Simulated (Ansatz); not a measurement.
# WS2 (Tungstenite): S vacancy

A defect calculation: S vacancy in WS2 (Tungstenite), supercell of 42 sites, in the charges 0, -1.

The COD entry's cell or inner coordinates are ideal or old and differ from later refinements, so a difference from it is no clean test against experiment.

Computed with Ansatz 0.2.0 (DFT PBE+D3(BJ), scalar-relativistic, plane waves, PAW, unless a step's input says otherwise).

2 further runs of the same task are left out: 2 set aside as unsound or not needed.

## Step 1: The starting structure

Symmetry: P6_3/mmc, No. 194, hexagonal system. Conventional cell: a = 3.154 Å, b = 3.154 Å, c = 12.143 Å, α = 90.00°, β = 90.00°, γ = 120.00°. Around W (site symmetry -6m2) lie 6 S at 2.41 Å. Around S (site symmetry 3m) lie 3 W at 2.41 Å.

As a file:

```xyz
6
Lattice="3.1538 0.0000 0.0000 -1.5769 2.7313 0.0000 0.0000 0.0000 12.1433" Properties=species:S:1:pos:R:3 pbc="T T T"
W     0.0000    1.8208    3.0358
W     1.5769    0.9104    9.1075
S     0.0000    1.8208    7.5326
S     1.5769    0.9104    1.4609
S     0.0000    1.8208   10.6824
S     1.5769    0.9104    4.6107
```

This cell was relaxed beforehand with the same method: volume 17.43 Å³/atom, gap on the mesh 0.89 eV.

The host's static dielectric tensor, from an earlier linear-response run, has a mean of 11.67.

The perfect supercell (rows -1 -3 0; -2 1 0; 0 0 -1 in vectors of this cell) was computed beforehand with the same settings: E(σ→0) = -170697.2202 eV for 42 atoms, gap 1.23 eV on its own mesh.

## Step 2: Setting up the defect

The atom at (0.619, 0.524, 0.380) of the supercell is taken out. A small random displacement (spread 0.05 Å) lets the symmetry of the site break. Its neighbours are 3 W at 2.41 Å.

## Step 3: Relaxing the defect, charge 0

The input, input.yaml:

```yaml
crystal:
  lattice:
    - [1.576894648, -8.1937849453, 0.0]
    - [-7.8844732398, 2.7312616484, 0.0]
    - [0.0, 0.0, -12.1432922696]
  atoms:
    - { symbol: W, position: [0.619047619, 0.5238095238, 0.75] }
    - { symbol: W, position: [0.3333333333, 0.6666666667, 0.75] }
    - { symbol: W, position: [0.0476190476, 0.8095238095, 0.75] }
    - { symbol: W, position: [0.4761904762, 0.0952380952, 0.75] }
    - { symbol: W, position: [0.1904761905, 0.2380952381, 0.75] }
    - { symbol: W, position: [0.9047619048, 0.380952381, 0.75] }
    - { symbol: W, position: [0.7619047619, 0.9523809524, 0.75] }
    - { symbol: W, position: [0.6608348665, 0.3320928423, 0.2527695541] }
    - { symbol: W, position: [0.3755808184, 0.471663123, 0.2492506166] }
    - { symbol: W, position: [0.0952380952, 0.619047619, 0.25] }
    - { symbol: W, position: [0.5238095238, 0.9047619048, 0.25] }
    - { symbol: W, position: [0.2380952381, 0.0476190476, 0.25] }
    - { symbol: W, position: [0.9523809524, 0.1904761905, 0.25] }
    - { symbol: W, position: [0.7902517029, 0.7461210717, 0.2502400969] }
    - { symbol: S, position: [0.3333333333, 0.6666666667, 0.3796938076] }
    - { symbol: S, position: [0.0476190476, 0.8095238095, 0.3796938076] }
    - { symbol: S, position: [0.4761904762, 0.0952380952, 0.3796938076] }
    - { symbol: S, position: [0.1904761905, 0.2380952381, 0.3796938076] }
    - { symbol: S, position: [0.9047619048, 0.380952381, 0.3796938076] }
    - { symbol: S, position: [0.7619047619, 0.9523809524, 0.3796938076] }
    - { symbol: S, position: [0.6666666667, 0.3333333333, 0.8796938076] }
    - { symbol: S, position: [0.380952381, 0.4761904762, 0.8796938076] }
    - { symbol: S, position: [0.0952380952, 0.619047619, 0.8796938076] }
    - { symbol: S, position: [0.5238095238, 0.9047619048, 0.8796938076] }
    - { symbol: S, position: [0.2380952381, 0.0476190476, 0.8796938076] }
    - { symbol: S, position: [0.9523809524, 0.1904761905, 0.8796938076] }
    - { symbol: S, position: [0.8095238095, 0.7619047619, 0.8796938076] }
    - { symbol: S, position: [0.619047619, 0.5238095238, 0.1203061924] }
    - { symbol: S, position: [0.3333333333, 0.6666666667, 0.1203061924] }
    - { symbol: S, position: [0.0476190476, 0.8095238095, 0.1203061924] }
    - { symbol: S, position: [0.4761904762, 0.0952380952, 0.1203061924] }
    - { symbol: S, position: [0.1904761905, 0.2380952381, 0.1203061924] }
    - { symbol: S, position: [0.9047619048, 0.380952381, 0.1203061924] }
    - { symbol: S, position: [0.7619047619, 0.9523809524, 0.1203061924] }
    - { symbol: S, position: [0.6666666667, 0.3333333333, 0.6203061924] }
    - { symbol: S, position: [0.380952381, 0.4761904762, 0.6203061924] }
    - { symbol: S, position: [0.0952380952, 0.619047619, 0.6203061924] }
    - { symbol: S, position: [0.5238095238, 0.9047619048, 0.6203061924] }
    - { symbol: S, position: [0.2380952381, 0.0476190476, 0.6203061924] }
    - { symbol: S, position: [0.9523809524, 0.1904761905, 0.6203061924] }
    - { symbol: S, position: [0.8095238095, 0.7619047619, 0.6203061924] }
  host:
    lattice:
      - [3.1537892959, 0.0, 0.0]
      - [-1.576894648, 2.7312616484, 0.0]
      - [0.0, 0.0, 12.1432922696]
    atoms:
      - { symbol: W, position: [0.3333333333, 0.6666666667, 0.25] }
      - { symbol: W, position: [0.6666666667, 0.3333333333, 0.75] }
      - { symbol: S, position: [0.3333333333, 0.6666666667, 0.6203061924] }
      - { symbol: S, position: [0.6666666667, 0.3333333333, 0.1203061924] }
      - { symbol: S, position: [0.3333333333, 0.6666666667, 0.8796938076] }
      - { symbol: S, position: [0.6666666667, 0.3333333333, 0.3796938076] }
basis:
  ecutwfc: 420
  xc_grid: 2
kpoints:
  mp_grid: { grid: [2, 2, 2], shift: [0.0, 0.0, 0.0] }
hamiltonian:
  xc: pbe
  dispersion: d3bj
scf:
  occupations: { method: gaussian, width: 0.01 }
output:
  forces: true
  stress: false
  eigenvalues: true
  charged_corrections:
    defect_position: [0.61904762, 0.52380952, 0.37969381]
    epsilon: [[14.1715, 0.0, 0.0], [0.0, 14.1715, 0.0], [0.0, 0.0, 6.661]]
  write_density: true
  write_potential: true
  elf: true
  volumetric_format: npy
relax:
  adjacent_minimum: "off"
  f_tol: 0.025
  max_steps: 60
```

The run is started by

```
$ ansatz run input.yaml --threads 8 --pin off --max-ram 22528MiB --backend cpu --events-out ev --progress --plain --runs-dir out
```

Further runs follow: charge state -1; charge -1, second spin start.

Before running it: what results should come out? Wanted: formation energy, neutral; nearest atoms after relaxation, one image of each, neutral.

**Answer**, as computed:

```
                                                  quantity                      value
                                 formation energy, neutral                    3.21 eV
nearest atoms after relaxation, one image of each, neutral              3 W at 2.37 Å
                        level (0/-1) above the valence top  0.96 eV (outside the gap)
```

Forming the neutral defect takes 3.21 eV with the elements as reservoirs. That is the S-rich limit, where a vacancy costs most; where S is scarce it costs less. Spin polarisation was off in the neutral run, so a moment could not show there. Among the charges computed the stable one is 0 at the valence top and stays so across the gap of 0.88 eV. In charge -1 the extra carrier would gain by moving to a band edge of the host at this level and cell size; a small cell and a semilocal functional both favour that, so a real bound level isn't ruled out. The alignment term, up to 0.35 eV here, is marked as doubtful by the program in a cell of this size. Levels are placed in the host's Kohn-Sham gap, which is usually too small at this level and squeezes them. With 42 host sites the defect feels its images, so energies are good to tenths of an eV at best. Other minima may exist. These runs have no spin-orbit coupling; with W it would split and shift bands.
